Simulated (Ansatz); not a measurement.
CO2:

```
CELL_PARAMETERS angstrom
2.63591 -2.38738 0.00000
2.63591 2.38738 0.00000
0.00000 0.00000 6.58717
ATOMIC_POSITIONS crystal
O 0.30651 0.69349 0.60816
O 0.69349 0.30651 0.39184
O 0.19349 0.80651 0.10816
O 0.80651 0.19349 0.89184
C 0.50000 0.50000 0.50000
C 0.00000 0.00000 0.00000
```

The cell comes from a database or a generator and needn't be the stable form of this composition.

```yaml
Program: Ansatz 0.2.0
Task: relaxation of cell and atoms
Functional: LDA
Potentials_or_basis: Ansatz PAW
Cutoff: "420 eV (not typed: the program's choice for these potentials)"
k_mesh: 8 × 8 × 4
Occupations: fermi-dirac, width 0.05 eV
Spin: no spin polarisation
```

At the start: volume 13.82 Å³/atom.

Q: How do energy, volume and symmetry change on relaxing?

A: It ends after 14 steps and the volume is 12.34 Å³/atom (-10.7 %); space group Cmce (No. 64, to 0.05 Å).

The path:
| step | energy change (eV) | largest force (eV/Å) | volume (Å³) |
| --- | --- | --- | --- |
| 1 | 0.0000 | 0.5721 | 82.91 |
| 2 | -0.0663 | 0.0779 | 76.91 |
| 3 | -0.0637 | 0.0161 | 77.38 |
| 4 | -0.0635 | 0.0171 | 77.45 |
| 5 | -0.0639 | 0.0007 | 77.41 |
| 6 | -0.0375 | 0.0016 | 77.41 |
| 7 | -0.0601 | 0.0493 | 74.36 |
| 8 | -0.0579 | 0.0108 | 74.98 |
| 9 | -0.0580 | 0.0013 | 74.96 |
| 10 | -0.0437 | 0.0024 | 74.96 |
| 11 | -0.0494 | 0.0009 | 74.20 |
| 12 | -0.0442 | 0.0011 | 74.20 |
| 13 | -0.0451 | 0.0020 | 74.07 |
| 14 | -0.0441 | 0.0020 | 74.07 |

Final structure:
```yaml
crystal:
  lattice:
    - [2.56778, -2.32230, 0.00000]
    - [2.56778, 2.32230, 0.00000]
    - [0.00000, 0.00000, 6.21048]
  atoms:
    - { symbol: O, position: [0.29697, 0.70303, 0.60888] }
    - { symbol: O, position: [0.70303, 0.29697, 0.39112] }
    - { symbol: O, position: [0.20303, 0.79697, 0.10888] }
    - { symbol: O, position: [0.79697, 0.20303, 0.89112] }
    - { symbol: C, position: [0.50000, 0.50000, 0.50000] }
    - { symbol: C, position: [0.00000, 0.00000, 0.00000] }
```

Caveat: the plane-wave basis is chosen anew once the cell has moved, so the energies of steps on either side of that aren't comparable; the pressure holds a Pulay correction of +1.2 GPa for the finite cutoff; the PAW data sets come from PBE, with cores solved anew for the run's functional, which leaves a small shift of forces and pressure.
